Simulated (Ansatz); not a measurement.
System: rock-salt LiI. Method: B3LYP (VWN-RPA form) (plane waves, PAW; Ansatz, a first-principles code).

Numerical settings: plane-wave cutoff 460 eV, 8×8×8 k mesh, Fermi–Dirac smearing 0.01 eV, scalar-relativistic PAW data made under PBE.

On both sides of the equilibrium volume: at 28.129 Å³/atom the pressure is 0.32 GPa and the direct gap at Γ 5.652 eV; at 29.338 Å³/atom they are -0.43 GPa and 5.482 eV. The fitted bulk modulus is 18.1 GPa.

### Question
Work out the volume deformation potential of this gap and its pressure coefficient, in two ways.

### Answer
a_V = dE_g/d ln V = (5.482 − 5.652)/ln(29.338/28.129) = -4.04 eV. Since dP = −B d ln V, dE_g/dP = −a_V/B = 223 meV/GPa. Straight from the pressures: (5.652 − 5.482)/(0.32 − (-0.43)) = 227 meV/GPa. At this level and over this range the gap at Γ widens under pressure.

Spin–orbit coupling is not included; with these elements it can move the gap by several tenths of an eV or more.
